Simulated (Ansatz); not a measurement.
**What a change of settings does to a run on CaSe**

The cell comes from COD entry 1010880, which wasn't checked; take it as a given geometry. It is an old determination, and later ones may differ. The listed cell was then made from it by scaling, straining or moving an atom.

First run: DFT, PBE, PAW with Ansatz's default frozen-core files, scalar-relativistic (Ansatz 0.2.0).

Command: `ansatz run input.yaml --threads 1 --pin off --max-ram 2048MiB --backend cpu --events-out ev --progress --plain --runs-dir out` The run took 4.8 s on 1 thread of Arm Neoverse V2, with other jobs on the host.

```yaml
crystal:
  lattice:
    - [0.0, 2.9948991977, 2.9948991977]
    - [2.9948991977, 0.0, 2.9948991977]
    - [2.9948991977, 2.9948991977, 0.0]
  atoms:
    - { symbol: Ca, position: [0.0, 0.0, 0.0] }
    - { symbol: Se, position: [0.5, 0.5, 0.5] }
kpoints:
  mp_grid: { grid: [7, 7, 7] }
scf:
  occupations: { method: fermi_dirac, width: 0.02 }
hamiltonian:
  xc: pbe
  pseudopotentials: { kind: paw }
output:
  forces: true
  stress: true
  efg: { contact_densities: true }
relax:
  f_tol: 0.005
  max_steps: 80
  cell: {}
```

Result: converged; relaxed volume 26.443 Å³/atom; 20 SCF iterations in all.

The input is then changed:

```diff
@@ -11,4 +11,5 @@
 scf:
   occupations: { method: fermi_dirac, width: 0.02 }
+  mixing: { algorithm: msr1, beta: 0.7 }
 hamiltonian:
   xc: pbe
@@ -18,4 +19,8 @@
   stress: true
   efg: { contact_densities: true }
+  write_density: true
+  write_potential: true
+  elf: true
+  volumetric_format: npy
 relax:
   f_tol: 0.005
```

(1) Predict the outcome of the changed run.

Answers

(1) It converged; energy at zero smearing 0.0 meV/atom from the first run; relaxed volume 26.443 Å³/atom; 20 SCF iterations in all.
